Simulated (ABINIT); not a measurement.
# BP (F-43m) in ABINIT: further runs

One crystal, BP, is run at these levels: SCAN, revPBE, PW91, WC; tasks: single point.

Program: ABINIT 10.8.3 (patched build). These are calculated values, not measurements. Logs are shortened: lines on timing, memory, paths and dates and some standing lists are left out, and cuts for length are marked. The log counts tension as positive stress, the text compression.

**1. Starting point**

Symmetry: F-43m, No. 216, cubic system. Conventional cell: a = 4.538 Å, b = 4.538 Å, c = 4.538 Å, α = 90.00°, β = 90.00°, γ = 90.00°. P (site symmetry -43m) is surrounded by 4 B at 1.97 Å. B (site symmetry -43m) has 4 P at 1.97 Å as nearest neighbours.

**2. Single point, SCAN**

run.abi reads:

```
# Pseudopotentials
pp_dirpath "./"
pseudos "P.GGA_PBE-JTH.xml, B.GGA_PBE-JTH.xml"

# Structure
acell 6.0638487579 6.0638487579 6.0638487579
rprim
     0.0000000000     0.7071067812     0.7071067812
     0.7071067812     0.0000000000     0.7071067812
     0.7071067812     0.7071067812     0.0000000000
ntypat 2
znucl 15 5
natom 2
typat 1 2
xcart
     6.4316828652     6.4316828652     6.4316828652
     0.0000000000     0.0000000000     0.0000000000

# Plane-wave basis
ecut 653.073270 eV
pawecutdg 46.0

# k points
kptopt 1
ngkpt 10 10 10
nshiftk 1
shiftk 0.0 0.0 0.0

# Exchange and correlation
ixc -263267
usekden 1
pawxcdev 0

# Bands and occupations
nband 8
occopt 3
tsmear 0.05 eV

# SCF cycle
nstep 100
tolvrs 1.0e-7

# Output
iomode 3
prtwf 0
prtden 0
prteig 0
prtebands 0
enunit 1
```

Potentials or basis: JTH PAW PBE v2.0.

Started as:

```sh
$ abinit run.abi > log 2>&1
```

run.abo:

```text
.Version 10.8.3 of ABINIT
 Symmetries : space group F-4 3 m (#216); Bravais cF (face-center cubic)
================================================================================
 Values of the parameters that define the memory need of the present run
     intxc =       0    ionmov =       0      iscf =      17    lmnmax =       8
     lnmax =       4     mgfft =      30  mpssoang =       2    mqgrid =    3001
     natom =       2  nloc_mem =       2    nspden =       1   nspinor =       1
    nsppol =       1      nsym =      24    n1xccc =       1    ntypat =       2
    occopt =       3   xclevel =       2
       mpw =         903          nfft =       27000          nkpt =          47
 PAW method is used; the additional fine FFT grid is defined by:
   mgfftf=        40    nfftf =     64000
================================================================================
================================================================================

--------------------------------------------------------------------------------
------------- Echo of variables that govern the present computation ------------
--------------------------------------------------------------------------------
 -outvars: echo values of preprocessed input variables --------
            acell      6.0638487579E+00  6.0638487579E+00  6.0638487579E+00 Bohr
              amu      3.09737620E+01  1.08110000E+01
             ecut      2.40000000E+01 Hartree
           enunit           1
              ixc     -263267
         kptrlatt       10    0    0      0   10    0      0    0   10
          kptrlen      6.06384876E+01
            natom           2
            nband           8
            ngfft          30      30      30
          ngfftdg          40      40      40
             nkpt          47
            nstep         100
             nsym          24
           ntypat           2
           occopt           3
        pawecutdg      4.60000000E+01 Hartree
         pawxcdev           0
           prtden           0
        prtebands           0
           prteig           0
          prtkden           1
            prtwf           0
            rprim      0.0000000000E+00  7.0710678120E-01  7.0710678120E-01
                       7.0710678120E-01  0.0000000000E+00  7.0710678120E-01
                       7.0710678120E-01  7.0710678120E-01  0.0000000000E+00
          spgroup         216
           tolvrs      1.00000000E-07
           tsmear      1.83746611E-03 Hartree
            typat      1  2
          usekden           1
           useylm           1
           xangst      3.4034999977E+00  3.4034999977E+00  3.4034999977E+00
                      -6.5316318728E-11 -6.5316759569E-11 -6.5316318728E-11
            xcart      6.4316828652E+00  6.4316828652E+00  6.4316828652E+00
                      -1.2342995395E-10 -1.2343078702E-10 -1.2342995395E-10
             xred      7.4999999999E-01  7.4999999999E-01  7.4999999999E-01
                      -1.4393292114E-11 -1.4393097825E-11 -1.4393292114E-11
            znucl       15.00000    5.00000

================================================================================

 chkinp: Checking input parameters for consistency.

================================================================================
== DATASET  1 ==================================================================

--- !DatasetInfo
iteration_state: {dtset: 1, }
dimensions: {natom: 2, nkpt: 47, mband: 8, nsppol: 1, nspinor: 1, nspden: 1, mpw: 903, }
cutoff_energies: {ecut:  24.0, pawecutdg:  46.0, }
electrons: {nelect:   8.00000000E+00, charge:   0.00000000E+00, occopt:   3.00000000E+00, tsmear:   1.83746611E-03, }
meta: {optdriver: 0, ionmov: 0, optcell: 0, iscf: 17, paral_kgb: 0, }
...

 Real(R)+Recip(G) space primitive vectors, cartesian coordinates (Bohr,Bohr^-1):
 R(1)=  0.0000000  4.2877886  4.2877886  G(1)= -0.1166102  0.1166102  0.1166102
 R(2)=  4.2877886  0.0000000  4.2877886  G(2)=  0.1166102 -0.1166102  0.1166102
 R(3)=  4.2877886  4.2877886  0.0000000  G(3)=  0.1166102  0.1166102 -0.1166102
 Unit cell volume ucvol=  1.5766311E+02 bohr^3
 Angles (23,13,12)=  6.00000000E+01  6.00000000E+01  6.00000000E+01 degrees

 Coarse grid specifications (used for wave-functions):

 getcut: wavevector=  0.0000  0.0000  0.0000  ngfft=  30  30  30
         ecut(hartree)=     24.000   => boxcut(ratio)=   2.24587

 getcut : COMMENT -
  Note that boxcut > 2.2 ; recall that boxcut=Gcut(box)/Gcut(sphere) = 2
  is sufficient for exact treatment of convolution.
  Such a large boxcut is a waste : you could raise ecut
  e.g. ecut=   30.263529 Hartrees makes boxcut=2

 Fine grid specifications (used for densities):

 getcut: wavevector=  0.0000  0.0000  0.0000  ngfft=  40  40  40
         ecut(hartree)=     46.000   => boxcut(ratio)=   2.16057

--- Pseudopotential description ------------------------------------------------
- pspini: atom type   1  psp file is ./P.GGA_PBE-JTH.xml
 Pseudopotential format is: paw10
 basis_size (lnmax)=  4 (lmn_size=  8), orbitals=   0   0   1   1
 Spheres core radius: rc_sph= 1.60765221
 Shapefunction is SIN type: shapef(r)=[sin(pi*r/rshp)/(pi*r/rshp)]**2
 Radius for shape functions =  1.60765221
 Compensation charge density is not taken into account in XC energy/potential

- pspini: atom type   2  psp file is ./B.GGA_PBE-JTH.xml
 Pseudopotential format is: paw10
 basis_size (lnmax)=  4 (lmn_size=  8), orbitals=   0   0   1   1
 Spheres core radius: rc_sph= 1.70616958
 Shapefunction is SIN type: shapef(r)=[sin(pi*r/rshp)/(pi*r/rshp)]**2
 Radius for shape functions =  1.40269776
 Compensation charge density is not taken into account in XC energy/potential

   3.71149566E+01                                ecore*ucvol(ha*bohr**3)
--------------------------------------------------------------------------------

================================================================================

--- !BeginCycle
iteration_state: {dtset: 1, }
solver: {iscf: 17, nstep: 100, nline: 4, wfoptalg: 10, }
tolerances: {tolvrs: 1.00E-07, }
...

     iter   Etot(hartree)      deltaE(h)  residm     nres2
 ETOT  1  -7.4962444070238    -7.496E+00 6.282E-02 1.003E+01
 ETOT  2  -7.4523960106698     4.385E-02 4.320E-03 1.375E+00
 ETOT  3  -7.4517516665908     6.443E-04 5.801E-04 8.140E-02
 ETOT  4  -7.4517399010677     1.177E-05 1.801E-04 4.331E-03
 ETOT  5  -7.4517493739029    -9.473E-06 1.812E-05 3.146E-04
 ETOT  6  -7.4517482931925     1.081E-06 9.563E-06 3.387E-06
 ETOT  7  -7.4517483521659    -5.897E-08 7.511E-07 4.629E-07
 ETOT  8  -7.4517483533330    -1.167E-09 5.687E-07 1.864E-08

 At SCF step    8       nres2   =  1.86E-08 < tolvrs=  1.00E-07 =>converged.

Result for kinetic energy density :

--------------------------------------------------------------------------------
 Total kinetic energy density [Ha/Bohr^3]
)     Maximum=    2.2350E-01  at reduced coord.    0.0000    0.0000    0.0000
)     Minimum=    4.4904E-03  at reduced coord.    0.2500    0.2500    0.2500
   Integrated=    4.3645E+00
--------------------------------------------------------------------------------

 Cartesian components of stress tensor (hartree/bohr^3)
  sigma(1 1)=  5.51798145E-05  sigma(3 2)=  0.00000000E+00
  sigma(2 2)=  5.51798145E-05  sigma(3 1)=  0.00000000E+00
  sigma(3 3)=  5.51798145E-05  sigma(2 1)=  0.00000000E+00

--- !ResultsGS
iteration_state: {dtset: 1, }
comment   : Summary of ground state results
lattice_vectors:
- [  0.0000000,   4.2877886,   4.2877886, ]
- [  4.2877886,   0.0000000,   4.2877886, ]
- [  4.2877886,   4.2877886,   0.0000000, ]
lattice_lengths: [   6.06385,    6.06385,    6.06385, ]
lattice_angles: [ 60.000,  60.000,  60.000, ] # degrees, (23, 13, 12)
lattice_volume:   1.5766311E+02
convergence: {deltae: -1.167E-09, res2:  1.864E-08, residm:  5.687E-07, diffor: null, }
etotal    :  -7.45174835E+00
entropy   :   0.00000000E+00
fermie    :   3.33536338E-01
cartesian_stress_tensor: # hartree/bohr^3
- [  5.51798145E-05,   0.00000000E+00,   0.00000000E+00, ]
- [  0.00000000E+00,   5.51798145E-05,   0.00000000E+00, ]
- [  0.00000000E+00,   0.00000000E+00,   5.51798145E-05, ]
pressure_GPa:  -1.6234E+00
xred      :
- [  7.5000E-01,   7.5000E-01,   7.5000E-01,  P]
- [ -1.4393E-11,  -1.4393E-11,  -1.4393E-11,  B]
cartesian_forces: # hartree/bohr
- [ -0.00000000E+00,  -0.00000000E+00,  -0.00000000E+00, ]
- [ -0.00000000E+00,  -0.00000000E+00,  -0.00000000E+00, ]
force_length_stats: {min:   0.00000000E+00, max:   0.00000000E+00, mean:   0.00000000E+00, }
...

 Integrated electronic density in atomic spheres:
 ------------------------------------------------
 Atom  Sphere_radius  Integrated_density
    1        1.60765          1.59785203
    2        1.70617          1.83865381

================================================================================

 ----iterations are completed or convergence reached----

 Mean square residual over all n,k,spin=   45.611E-10; max=  56.868E-08
 reduced coordinates (array xred) for    2 atoms
       0.749999999986      0.749999999986      0.749999999986
      -0.000000000014     -0.000000000014     -0.000000000014
 rms dE/dt=  0.0000E+00; max dE/dt=  0.0000E+00; dE/dt below (all hartree)
    1       0.000000000000      0.000000000000      0.000000000000
    2       0.000000000000      0.000000000000      0.000000000000

 cartesian coordinates (angstrom) at end:
    1      3.40349999771018     3.40349999771018     3.40349999771018
    2     -0.00000000006532    -0.00000000006532    -0.00000000006532

 cartesian forces (hartree/bohr) at end:
    1     -0.00000000000000    -0.00000000000000    -0.00000000000000
    2     -0.00000000000000    -0.00000000000000    -0.00000000000000
 frms,max,avg= 0.0000000E+00 0.0000000E+00   0.000E+00  0.000E+00  0.000E+00 h/b

 cartesian forces (eV/Angstrom) at end:
    1     -0.00000000000000    -0.00000000000000    -0.00000000000000
    2     -0.00000000000000    -0.00000000000000    -0.00000000000000
 frms,max,avg= 0.0000000E+00 0.0000000E+00   0.000E+00  0.000E+00  0.000E+00 e/A
 length scales=  6.063848757900  6.063848757900  6.063848757900 bohr
              =  3.208850570866  3.208850570866  3.208850570866 angstroms
 Fermi (or HOMO) energy (eV) =   9.07599   Average Vxc (eV)= -11.49223
 Eigenvalues (   eV  ) for nkpt=  47  k points:
 kpt#   1, nband=  8, wtk=  0.00100, kpt=  0.0000  0.0000  0.0000 (reduced coord)
  -7.77890    8.31821    8.31821    8.31821   12.11206   12.11206   12.11206   16.45554
 prteigrs : prtvol=0 or 1, do not print more k-points.

--- !EnergyTerms
iteration_state     : {dtset: 1, }
comment             : Components of total free energy in Hartree
kinetic             :  4.36447401471454E+00
hartree             :  6.36180083872481E-01
xc                  : -3.33981463470711E+00
Ewald energy        : -1.04916197705548E+01
psp_core            :  2.35406729000308E-01
local_psp           : -2.90823125456882E+00
PAW spherical_terms :  4.05184811588293E+00
internal            : -7.45175671636051E+00
'-kT*entropy'       : -9.91803200640999E-11
total_energy        : -7.45175671645969E+00
total_energy_eV     : -2.02772630222668E+02
...

--- !EnergyTermsDC
iteration_state     : {dtset: 1, }
comment             : '"Double-counting" decomposition of free energy'
band_energy         :  4.64421811321965E-01
Ewald energy        : -1.04916197705548E+01
psp_core            :  2.35406729000308E-01
xc_dc               :  9.30194534659678E-03
PAW spherical_terms :  2.33074093165211E+00
internal            : -7.45174835323385E+00
'-kT*entropy'       : -9.91803200640999E-11
total_energy_dc     : -7.45174835333304E+00
total_energy_dc_eV  : -2.02772402650398E+02
...

--- !EnergyTermsWithPAWCore
iteration_state     : {dtset: 1, }
comment             : 'Components of total free energy, including PAW core contributions'
Total energy        : -3.67193081211332E+02
Total energy DC     : -3.67193072848205E+02
Total energy (eV)   : -9.99183275969342E+03
Total energy DC (eV): -9.99183253212115E+03
...

 Cartesian components of stress tensor (hartree/bohr^3)
  sigma(1 1)=  5.51798145E-05  sigma(3 2)=  0.00000000E+00
  sigma(2 2)=  5.51798145E-05  sigma(3 1)=  0.00000000E+00
  sigma(3 3)=  5.51798145E-05  sigma(2 1)=  0.00000000E+00

-Cartesian components of stress tensor (GPa)         [Pressure= -1.6234E+00 GPa]
- sigma(1 1)=  1.62344619E+00  sigma(3 2)=  0.00000000E+00
- sigma(2 2)=  1.62344619E+00  sigma(3 1)=  0.00000000E+00
- sigma(3 3)=  1.62344619E+00  sigma(2 1)=  0.00000000E+00

== END DATASET(S) ==============================================================
================================================================================

 -outvars: echo values of variables after computation  --------
            acell      6.0638487579E+00  6.0638487579E+00  6.0638487579E+00 Bohr
           etotal     -7.4517483533E+00
            fcart     -0.0000000000E+00 -0.0000000000E+00 -0.0000000000E+00
                      -0.0000000000E+00 -0.0000000000E+00 -0.0000000000E+00
            rprim      0.0000000000E+00  7.0710678120E-01  7.0710678120E-01
                       7.0710678120E-01  0.0000000000E+00  7.0710678120E-01
                       7.0710678120E-01  7.0710678120E-01  0.0000000000E+00
           strten      5.5179814517E-05  5.5179814517E-05  5.5179814517E-05
                       0.0000000000E+00  0.0000000000E+00  0.0000000000E+00
           xangst      3.4034999977E+00  3.4034999977E+00  3.4034999977E+00
                      -6.5316318728E-11 -6.5316759569E-11 -6.5316318728E-11
             xred      7.4999999999E-01  7.4999999999E-01  7.4999999999E-01
                      -1.4393292114E-11 -1.4393097825E-11 -1.4393292114E-11
 Calculation completed.
```

It took 40 s on 1 thread of Arm Neoverse V1, shared host; peak memory 0.11 GiB.

Results:

| Quantity | Value |
| --- | --- |
| Free energy | -202.7724 eV |
| Pressure | -1.6 GPa |
| Band gap on the k mesh | 1.55 eV, indirect (least direct gap 3.79 eV) |
| Valence electrons inside the program's atomic spheres | P 1.60; B 1.84 |

Levels at points of the mesh, in eV from the valence-band top:
```csv
k point,band 1,band 2,band 3,band 4,band 5,band 6,band 7,band 8
"(0.00, 0.00, 0.00)",-16.10,0.00,0.00,0.00,3.79,3.79,3.79,8.14
"(0.50, 0.00, 0.00)",-12.63,-9.37,-1.82,-1.82,4.23,5.15,5.15,10.90
"(0.50, 0.50, 0.00)",-10.99,-8.99,-4.26,-4.26,1.65,1.99,13.08,13.08
```

Caveat: totals of a meta-GGA on PAW files have another zero than those of a GGA; the PAW data sets were made with another functional, which shifts forces and pressure a little. A k mesh can miss the band edges.

**3. Single point, revPBE**

run.abi: that of step 2 with these lines changed.

```diff
@@ -21,2 +21,3 @@
 pawecutdg 46.0
+pawxcdev 0
 
@@ -29,5 +30,3 @@
 # Exchange and correlation
-ixc -263267
-usekden 1
-pawxcdev 0
+ixc 14
 
@@ -40,3 +39,3 @@
 nstep 100
-tolvrs 1.0e-7
+tolvrs 1.0e-9
```

Potentials or basis: JTH PAW PBE v2.0.

Started as:

```sh
$ abinit run.abi > log 2>&1
```

It took 12 s on 1 thread of Arm Neoverse V1, shared host; peak memory 0.09 GiB.

Results (log left out):

```
Free energy                                           : -259.1112 eV
Pressure                                              : 3.1 GPa
Band gap on the k mesh                                : 1.25 eV, indirect (least direct gap 3.39 eV)
Valence electrons inside the program's atomic spheres : P 1.60; B 1.84
```

Levels at points of the mesh, in eV from the valence-band top:
```csv
k point,band 1,band 2,band 3,band 4,band 5,band 6,band 7,band 8
"(0.00, 0.00, 0.00)",-15.48,0.00,0.00,0.00,3.39,3.39,3.39,7.39
"(0.50, 0.00, 0.00)",-12.15,-9.05,-1.76,-1.76,3.78,4.70,4.70,10.20
"(0.50, 0.50, 0.00)",-10.61,-8.62,-4.12,-4.12,1.33,1.69,12.11,12.11
```

Caveat: the PAW data sets were made with another functional, which shifts forces and pressure a little.

**4. Single point, PW91**

run.abi: that of step 3 with these lines changed.

```diff
@@ -30,3 +30,3 @@
 # Exchange and correlation
-ixc 14
+ixc -109134
```

Started as:

```sh
$ abinit run.abi > log 2>&1
```

Wall time 15 s (1 thread of Arm Neoverse V1, shared host); peak memory 0.09 GiB.

Results (log left out):

| Item | Value |
| --- | --- |
| Free energy | -260.6729 eV |
| Pressure | 1.0 GPa |
| Band gap on the k mesh | 1.28 eV, indirect (least direct gap 3.43 eV) |
| Valence electrons inside the program's atomic spheres | P 1.61; B 1.85 |

Levels at points of the mesh, in eV from the valence-band top:
| k point | band 1 | band 2 | band 3 | band 4 | band 5 | band 6 | band 7 | band 8 |
| --- | --- | --- | --- | --- | --- | --- | --- | --- |
| (0.00, 0.00, 0.00) | -15.44 | 0.00 | 0.00 | 0.00 | 3.43 | 3.43 | 3.43 | 7.36 |
| (0.50, 0.00, 0.00) | -12.12 | -9.01 | -1.75 | -1.75 | 3.79 | 4.75 | 4.75 | 10.15 |
| (0.50, 0.50, 0.00) | -10.60 | -8.56 | -4.10 | -4.10 | 1.38 | 1.69 | 12.08 | 12.08 |

Caveat: the PAW data sets were made with another functional, which shifts forces and pressure a little. PW91 gaps usually lie below the measured ones, often by a third to a half.

[end of part 1 of 2]
